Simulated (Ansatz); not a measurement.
**ScAlN2 (ordered alloy on rocksalt lattice): independent-particle optics**

How does ScAlN2 (ordered alloy on rocksalt lattice) absorb light if electrons and holes don't interact? Plan: HSE06 for the gap; optics with PBE on 8×8×8; optics with r2SCAN on 8×8×8; optics with PBE and scissors to the HSE06 gap on 8×8×8.

Method: plane waves, PAW; no local fields, no excitons, in Ansatz 0.2.0.

## 1. Starting point

It takes space group R-3m (No. 166, trigonal). The conventional cell has a = 3.037 Å, b = 3.037 Å, c = 14.746 Å, α = 90.00°, β = 90.00°, γ = 120.00°. Sc (site symmetry -3m) is surrounded by 6 N at 2.20 Å. Al (site symmetry -3m) has 6 N at 2.09 Å as nearest neighbours. N (site symmetry 3m) has 3 Al at 2.09 Å and 3 Sc at 2.20 Å as nearest neighbours.

Structure file:

```cif
data_structure
_symmetry_space_group_name_H-M 'P 1'
_symmetry_Int_Tables_number 1
_cell_length_a 5.2187
_cell_length_b 5.2187
_cell_length_c 5.2187
_cell_angle_alpha 33.831
_cell_angle_beta 33.831
_cell_angle_gamma 33.831
_cell_volume 39.26
loop_
_atom_site_label
_atom_site_type_symbol
_atom_site_fract_x
_atom_site_fract_y
_atom_site_fract_z
_atom_site_occupancy
Sc1 Sc 0.00000 0.00000 0.00000 1
Al1 Al 0.50000 0.50000 0.50000 1
N1 N 0.24331 0.24331 0.24331 1
N2 N 0.75669 0.75669 0.75669 1
```

Cell and atoms come from an earlier r2SCAN relaxation.

## 2. HSE06 levels at special points

input.yaml reads:

```yaml
crystal:
  lattice:
    - [1.5184655389, 0.8766864876, 4.9153867985]
    - [-1.5184655389, 0.8766864876, 4.9153867985]
    - [0.0, -1.7533729753, 4.9153867985]
  atoms:
    - { symbol: Sc, position: [1.0, 0.0, 0.0] }
    - { symbol: Al, position: [0.5, 0.5, 0.5] }
    - { symbol: "N", position: [0.2433103314, 0.2433103314, 0.2433103314] }
    - { symbol: "N", position: [0.7566896686, 0.7566896686, 0.7566896686] }
kpoints:
  mp_grid: { grid: [6, 6, 6] }
  band_path:
    path:
      - [0.0, 0.0, 0.0]
      - [0.5, 0.5, 0.5]
      - [0.8121261999, 0.1878738001, 0.5]
      - [0.5, -0.1878738001, 0.1878738001]
      - [0.5, 0.0, 0.0]
      - [0.3439369001, -0.3439369001, 0.0]
      - [0.6560630999, 0.0, 0.3439369001]
      - [0.5, 0.0, 0.5]
      - [0.0, 0.5, 0.5]
      - [0.53121262, 0.0, 0.46878738]
    npoints: 1
hamiltonian:
  xc: hse06
scf:
  occupations: { method: fixed }
  n_extra_bands: 5
output:
  forces: true
  stress: true
  eigenvalues: true
```

On the command line:

```bash
$ ansatz run input.yaml --threads 4 --pin off --max-ram 3686MiB --backend cpu --events-out ev --progress --plain --runs-dir out
```

Output:

```text
Warning: output.stress: scf.convergence.dr2_threshold = 1e-7 eV (the SCF's general default) is looser than the 4e-10 eV advised for a printed stress (1e-10 eV for each atom of the cell: 4). What an SCF threshold leaves in a stress goes as its square root, and in the free energy as the threshold itself, and one threshold admits the most on a small cell: of the crystals measured, under no hybrid functional and no lock of the moments, on runs that ended without the residual-converged pass, on stresses that held no estimate of that error, the worst erred by over 100 MPa in a component at 1e-7 eV an atom and by under 5 at 1e-10. Set scf.convergence.dr2_threshold to 4e-10 eV or tighter. The threshold is an SCF's pass mark: one that does not reach it within its budget of iterations ends unconverged, or closes short of it on a stop that the run arms, and scf.convergence.dr2_threshold's page says what that costs each kind of run
Warning: output.stress: scf.exx.energy_threshold = 1e-6 eV is looser than the 4e-8 eV advised for a stress under a hybrid functional (1e-8 eV for each atom of the cell: 4). Every SCF of the exchange loop can meet its threshold on dr2 while the loop round them stops early: no threshold on dr2 bounds what that leaves in the stress. Set scf.exx.energy_threshold to 4e-8 eV or tighter. The threshold is the loop's pass mark: a loop that does not reach it within its budget of cycles ends unconverged, and scf.exx.energy_threshold's page has the law
Warning: RAYON_NUM_THREADS=4 ignored (pool sized by the plan → 4); use --threads N
basis.fft_grid_basis auto: the FFT boxes are laid along the combinations [[1, 0, -1], [0, 1, -1], [0, 0, 1]] of the cell's own vectors, 3.037, 3.037 and 5.219 Å long. The dense box has 24×24×36 points. Along the cell's own vectors, as sized, it would have 36×36×36, 2.25 times as many. Of the 12 symmetry operations that the crystal satisfies within crystal.symmetry.tolerance (time reversal apart; of a slab, those that keep its plane) the dense box along the cell's own vectors carries 12, and the one as laid loses 8 of those. basis.fft_grid_basis: typed keeps the cell's own vectors: state it where this run's energies or levels are differenced outside the engine with another run's, or held beside a run that keeps those vectors.
scf.n_extra_bands = 5 over 12 filled bands (N_el = 24.0): the run solves 17 bands
Engine: ansatz 0.2.0, aarch64-unknown-linux-gnu
Pseudopotentials: kind: paw
Pseudopotential: Sc, paw, valence charge 11, recommended cutoff 420 eV (normal), Sc.paw.azcp
Pseudopotential: Al, paw, valence charge 3, recommended cutoff 420 eV (normal), Al.paw.azcp
Pseudopotential: N, paw, valence charge 5, recommended cutoff 420 eV (normal), N.paw.azcp
Functional definition: HSE06
  parameter a = 0.25
  parameter omega = 0.11/bohr
  exchange = pbe_x - a*pbe_x_sr(omega) + a*exact_x_sr(omega)
  correlation = pbe_c
davidson cushion auto → on  (no smearing: the cushion is to keep the highest requested band from converging to the state above it; pin scf.eigensolver.cushion to override)
Crystal: 4 atoms, lattice volume = 39.261 Å³
Basis set: ecut = 420 eV, 773 PW (Γ), FFT grids on a1−a3, a2−a3, a3, exchange–correlation on 48×48×72 points (8 copies of the dense FFT grid, shifted against one another)
Bands: 17, of which v1, the nominal top of the filled ones, is band 12 counted from 1 (11 counted from 0)
Symmetry: 12 space group operations
Space group: R-3m (ITA 166), of the structure as read, at distance tolerance 3.4e-5 Å
k-points: 32 of 216
Non-local potential: Sc, projectors of the file, l = 0: 3, l = 1: 2, l = 2: 3, l = 3: 1
Non-local potential: Al, projectors of the file, l = 0: 2, l = 1: 2, l = 2: 1
Non-local potential: N, projectors of the file, l = 0: 2, l = 1: 2, l = 2: 1
PAW form: soft (Blöchl's): semilocal exchange-correlation on the pseudo side does not see the compensation charge
PAW frozen core: Sc, regenerated for the run's functional, and the local potential with it (the file was generated under x = pbe(κ = 0.804, μ = 0.2195149727645171), c = pbe(β = 0.06672455060314922))
PAW frozen core: Al, regenerated for the run's functional, and the local potential with it (the file was generated under x = pbe(κ = 0.804, μ = 0.2195149727645171), c = pbe(β = 0.06672455060314922))
PAW frozen core: N, regenerated for the run's functional, and the local potential with it (the file was generated under x = pbe(κ = 0.804, μ = 0.2195149727645171), c = pbe(β = 0.06672455060314922))
PAW one-centre angular grid: Sc, 590 points (default); XC on 64 Gauss nodes
PAW one-centre angular grid: Al, 110 points (default); XC on 64 Gauss nodes
PAW one-centre angular grid: N, 110 points (default); XC on 64 Gauss nodes
Initial density: superposition of atomic densities (neutral atoms: chi_scale 0, normalization atom), corrected by the library's trained network
Initial wavefunctions: pseudopotential atomic-orbital guess
Functional: x = pbe(κ = 0.804, μ = 0.2195149727645171), c = pbe(β = 0.06672455060314922), warm-up for x = pbe(κ = 0.804, μ = 0.2195149727645171) + 0.25 (exact − pbe) at short range (hse, ω = 0.20786987370883472 Å⁻¹), c = pbe(β = 0.06672455060314922); HSE06 as pw.x's `hse` composes it (authors' and Libxc's form: `xc: wpbeh`)
SCF iter   1: F=—  HF=-3447.183005 eV  |F-HF|=—  |Δ(HF+E_count)|=         —  Δρ=2.06e-3  dr2=1.79e-3  ethr=1.77e-3  ⟨swp⟩=5.4  Hψ=2434  notcnv=0
preconditioner: auto → none  [insulator: Δε(μ)=0.770 eV  Ē_g=16.271 eV  n_scr=8 (ndim 8)  ℏωp=27.8 eV  f_vac=0.000]
SCF iter   2: F=—  HF=-3447.184161 eV  |F-HF|=—  |Δ(HF+E_count)|=   1.16e-3  Δρ=1.72e-3  dr2=1.65e-3  ethr=7.47e-6  ⟨swp⟩=4.6  Hψ=2065  notcnv=0
iter 3 solved again at ethr=5.09e-7 eV; its pass at ethr=6.88e-6 eV (dr2=1.22e-4 eV) is discarded
SCF iter   3: F=—  HF=-3447.183861 eV  |F-HF|=—  |Δ(HF+E_count)|=   3.00e-4  Δρ=6.52e-4  dr2=1.22e-4  ethr=5.09e-7  ⟨swp⟩=3.0  Hψ=2649  notcnv=0  defer=1
SCF iter   4: F=-3447.183897 eV  HF=-3447.183896 eV  |F-HF|=5.86e-7  |Δ(HF+E_count)|=   3.49e-5  Δρ=1.57e-4  dr2=5.91e-6  ethr=5.09e-7  ⟨swp⟩=2.2  Hψ=1224  notcnv=0
SCF 1 stopped early in 4 iterations: F = -3447.183897 eV  dr2 = 5.91e-6
Initial density: handed on by an earlier stage of this run
Initial wavefunctions: those handed on with the density
Functional: x = pbe(κ = 0.804, μ = 0.2195149727645171) + 0.25 (exact − pbe) at short range (hse, ω = 0.20786987370883472 Å⁻¹), c = pbe(β = 0.06672455060314922); HSE06 as pw.x's `hse` composes it (authors' and Libxc's form: `xc: wpbeh`)
Exchange kernel: α = 0.2500, screened, ω = 0.2079 Å⁻¹, Wigner–Seitz truncation, v(0) = 1043.1191 eV·Å³, q-mesh 6×6×6, nearest image of the exchange supercell L = 18.22 Å, pair-density grid 18×18×36, without the augmentation charges, whose exchange is taken in its separable form by FFT convolution over the k-point mesh (the finest that the files' search goes to), smooth part of the exact exchange by density-matrix convolution
Frozen-core exchange: fock
SCF iter   1: F=—  HF=-3448.007747 eV  |F-HF|=—  |Δ(HF+E_count)|=         —  Δρ=1.47e-2  dr2=1.64e-1  ethr=2.46e-7  ⟨swp⟩=9.7  Hψ=3623  notcnv=0
preconditioner: auto → none  [insulator: Δε(μ)=2.148 eV  Ē_g=12.951 eV  n_scr=8 (ndim 8)  ℏωp=23.7 eV  f_vac=0.000]
SCF iter   2: F=—  HF=-3447.980057 eV  |F-HF|=—  |Δ(HF+E_count)|=   2.77e-2  Δρ=1.16e-2  dr2=9.26e-2  ethr=2.46e-7  ⟨swp⟩=7.7  Hψ=3195  notcnv=0  defer=10
SCF iter   3: F=—  HF=-3447.960518 eV  |F-HF|=—  |Δ(HF+E_count)|=   1.95e-2  Δρ=3.07e-3  dr2=4.14e-3  ethr=2.46e-7  ⟨swp⟩=6.9  Hψ=2891  notcnv=0  defer=19
SCF iter   4: F=—  HF=-3447.973633 eV  |F-HF|=—  |Δ(HF+E_count)|=   1.31e-2  Δρ=1.51e-3  dr2=1.08e-3  ethr=2.46e-7  ⟨swp⟩=5.0  Hψ=2365  notcnv=0
SCF iter   5: F=—  HF=-3447.973299 eV  |F-HF|=—  |Δ(HF+E_count)|=   3.34e-4  Δρ=4.20e-4  dr2=4.07e-5  ethr=2.46e-7  ⟨swp⟩=4.3  Hψ=1973  notcnv=0
SCF iter   6: F=—  HF=-3447.973464 eV  |F-HF|=—  |Δ(HF+E_count)|=   1.65e-4  Δρ=1.84e-4  dr2=1.21e-5  ethr=1.16e-7  ⟨swp⟩=3.8  Hψ=1754  notcnv=0
SCF iter   7: F=-3447.973460 eV  HF=-3447.973461 eV  |F-HF|=2.62e-7  |Δ(HF+E_count)|=   3.74e-6  Δρ=2.29e-5  dr2=4.36e-7  ethr=4.91e-8  ⟨swp⟩=3.5  Hψ=1435  notcnv=0
SCF 2 stopped early in 7 iterations: F = -3447.973460 eV  dr2 = 4.36e-7
  Residual-converged pass: ⟨swp⟩=3.2  Hψ=1445  notcnv=0  max |occ|·‖R‖ = 6.6e-6 eV (tolerance 6.7e-6 eV)  dr2=4.30e-7  dr2_onsite=5.38e-8  max |Δocc| = 0.0e0
hybrid outer 1: dexx = +1.573e-2 eV, tail = 2.56e-5 eV
Exchange kernel: α = 0.2500, screened, ω = 0.2079 Å⁻¹, Wigner–Seitz truncation, v(0) = 1043.1191 eV·Å³, q-mesh 6×6×6, nearest image of the exchange supercell L = 18.22 Å, pair-density grid 18×18×36, without the augmentation charges, whose exchange is taken in its separable form by FFT convolution over the k-point mesh (the finest that the files' search goes to), smooth part of the exact exchange by density-matrix convolution
Frozen-core exchange: fock
SCF iter   1: F=—  HF=-3447.973260 eV  |F-HF|=—  |Δ(HF+E_count)|=         —  Δρ=3.82e-5  dr2=3.48e-7  ethr=5.33e-7  ⟨swp⟩=3.2  Hψ=1418  notcnv=0
preconditioner: auto → none  [insulator: Δε(μ)=1.903 eV  Ē_g=12.599 eV  n_scr=8 (ndim 8)  ℏωp=23.7 eV  f_vac=0.000]
SCF iter   2: F=—  HF=-3447.973261 eV  |F-HF|=—  |Δ(HF+E_count)|=   4.40e-7  Δρ=2.12e-5  dr2=8.22e-8  ethr=1.32e-9  ⟨swp⟩=4.6  Hψ=1957  notcnv=0  defer=2
SCF iter   3: F=—  HF=-3447.973261 eV  |F-HF|=—  |Δ(HF+E_count)|=   5.43e-9  Δρ=9.82e-6  dr2=1.62e-8  ethr=3.22e-10  ⟨swp⟩=2.0  Hψ=1217  notcnv=0
SCF iter   4: F=—  HF=-3447.973261 eV  |F-HF|=—  |Δ(HF+E_count)|=   5.54e-9  Δρ=1.77e-6  dr2=1.29e-9  ethr=4.75e-11  ⟨swp⟩=2.3  Hψ=1230  notcnv=0
SCF iter   5: F=-3447.973261 eV  HF=-3447.973261 eV  |F-HF|=6.55e-10  |Δ(HF+E_count)|=   1.11e-8  Δρ=9.39e-7  dr2=7.91e-10  ethr=2.31e-12  ⟨swp⟩=5.7  Hψ=2122  notcnv=0  defer=3
SCF 3 converged in 5 iterations: F = -3447.973261 eV  dr2 = 7.91e-10
  Residual-converged pass: ⟨swp⟩=2.0  Hψ=1055  notcnv=0  max |occ|·‖R‖ = 6.0e-7 eV (tolerance 6.3e-7 eV)  dr2=7.92e-10  dr2_onsite=1.52e-11  max |Δocc| = 0.0e0
hybrid outer 2: dexx = +3.603e-7 eV, tail = 9.09e-9 eV, Δε = 1.03e-3 eV (about 2.06e-5 eV left of the loop's levels), ΔF = 4.66e-4 eV/Å (tail 4.32e-4)
the search or the solves at the SCF's close seem to have found levels that the self-consistency loop had missed (the run counts 1). By its estimate they hold under 1e-12 electrons; where the run keeps them, the occupations were computed again with them
NSCF: frozen V_eff on 10 k-points
hybrid SCF converged: 2 outer / 12 inner (+4 warm-up), last move |dexx| = 3.60e-7 eV, tail = 9.09e-9 eV
Stability not checked: this state was not tested for a lower state beside it, because the functional holds exact exchange (a hybrid, or Hartree-Fock), whose exchange loop this test does not read (fock_operator; see scf.lower_state_search)
Free energy (F): -3447.973261 eV
Frozen-core exchange: fock
Harris-Foulkes:  -3447.973261 eV  (|F-HF|=6.55e-10)
Internal energy: -3447.973261 eV  (E = F + TS)
E sigma→0 (E₀):  -3447.973261 eV
Fermi energy:    11.598551 eV
--- Per-component energies (eV) ---
  E_band       = -103.890621
  E_kinetic    = 557.919849
  E_local      = -1102.603787  (includes V_loc(G=0)·N_el)
  E_nonlocal   = 174.645576
  E_hartree    = 391.506337
  E_xc         = -218.252318
  E_vxc        = -255.392717  (∫ρ·V_xc dr)
  E_exx        = -65.620938  (= α·E_x^exact, valence–valence)
  E_paw        = -1662.546314  (= ΣΔE_a)
  E_vpaw       = -130.230885  (= ΣTr[D̂ρ^β])
  E_aug_tail   = 0.000193  (compensation charges beyond the density's cutoff)
  E_ewald      = -1522.770127
  E_core_change = -0.251731  (= ΣΔE_core)
  E_smearing   = -0.000000  (= −TS)
  E_closure    = 0.000000  (closes the sum)
  Σ components = -3447.973261   (vs F -3447.973261, Δ=4.55e-13)
--- Forces (eV/Å), atoms counted from 1 ---
  atom   1  Sc     0.00000000    -0.00000000     0.00000000
  atom   2  Al     0.00000000     0.00000000     0.00000000
  atom   3  N      0.00000000    -0.00000000     0.11316128
  atom   4  N      0.00000000     0.00000000    -0.11316128
  max |Σ_I F_I| component: 0.00e0 eV/Å
--- Stress (GPa, compression-positive) ---
       -1.438596       0.000000       0.000000
        0.000000      -1.438596       0.000000
        0.000000       0.000000      -1.964344
  P = ⅓ Tr σ = -1.6138 GPa (-16.138 kbar)
--- Band table (eV; the first three rows and the last of 32) ---
  k-point 0: bands = ["-40.4877", "-17.7655", "-17.2535", "-17.2535", "-5.9287", "-2.8275", "4.6864", "9.1068", "9.1068", "11.2531", "11.2531", "11.5986", "16.1191", "16.3299", "16.3299", "18.0364", "18.5984"]
  k-point 1: bands = ["-40.4601", "-17.7109", "-17.4643", "-17.2950", "-5.4368", "-2.8440", "5.2468", "8.1097", "8.9757", "9.4912", "10.7991", "10.8670", "15.8435", "16.5956", "17.0301", "18.2700", "18.7024"]
  k-point 2: bands = ["-40.4042", "-17.8654", "-17.5970", "-17.3767", "-4.3356", "-2.7711", "5.6773", "6.5255", "7.4759", "8.4737", "9.6126", "10.4512", "15.2264", "17.8658", "18.1159", "18.7871", "18.9162"]
  k-point 31: bands = ["-40.4876", "-17.7842", "-17.2537", "-17.2537", "-5.0513", "-4.1145", "7.3534", "8.1245", "9.5410", "9.5410", "10.6113", "10.6113", "15.9734", "16.5252", "16.5252", "18.5586", "18.5586"]
```

Run time: 58 s. Hardware: 4 threads of Arm Neoverse V1, shared host; peak memory 1.6 GiB.

HSE06 puts the least direct gap over the mesh and the named points at 3.881 eV, and the least gap at 1.903 eV.

[end of part 1 of 3]
